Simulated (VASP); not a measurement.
The system is TiO.

```
CELL_PARAMETERS angstrom
3.03100 0.00000 0.00000
-1.51550 2.62492 0.00000
0.00000 0.00000 3.23770
ATOMIC_POSITIONS crystal
Ti 0.66667 0.33333 0.00000
O 0.00000 0.00000 0.50000
```

| Property | Result |
| --- | --- |
| Program | VASP 6.6.1 |
| Task | relaxation of cell and atoms |
| Functional | vdW-DF-cx |
| Potentials or basis | VASP PAW PBE potentials, release 64 (Ti_sv, O) |
| Cutoff | 600 eV |
| k mesh | 10 × 10 × 8 |
| Occupations | fermi-dirac, width 0.05 eV |
| Spin | no spin polarisation |

At the start: pressure -39.5 GPa; volume 12.88 Å³/atom.

Problem. Where does the relaxation end?

Solution. Over 9 steps the energy falls by 588.8 meV/atom and the volume is 9.50 Å³/atom (-26.2 %); space group P-6m2 (No. 187, to 0.05 Å).

Step by step:
| step | energy change (eV) | largest force (eV/Å) | pressure (GPa) | volume (Å³) |
| --- | --- | --- | --- | --- |
| 1 | 0.0000 | 0.0000 | -39.47 | 25.76 |
| 2 | -0.4509 | 0.0000 | 78.84 | 15.61 |
| 3 | -1.1752 | 0.0000 | -2.06 | 19.14 |
| 4 | -1.1766 | 0.0000 | -0.24 | 19.01 |
| 5 | -1.1764 | 0.0000 | 1.44 | 18.89 |
| 6 | -1.1772 | 0.0000 | -1.31 | 19.10 |
| 7 | -1.1775 | 0.0000 | -0.38 | 19.03 |
| 8 | -1.1776 | 0.0000 | 0.14 | 18.99 |
| 9 | -1.1777 | 0.0000 | 0.01 | 19.00 |

Final structure:
```
Ti O
1.0
     2.79588    0.00000    0.00000
    -1.39794    2.42131    0.00000
     0.00000    0.00000    2.80694
Ti O
1 1
Cartesian
  1.3979 0.8071 0.0000
  0.0000 0.0000 1.4035
```

Caveat: the volume moved by over 15 % at a fixed basis, so the end points are rough; the PAW data sets were made with another functional, which shifts forces and pressure a little; the volume moved by -26 % from the deposited cell, more than functionals usually miss.
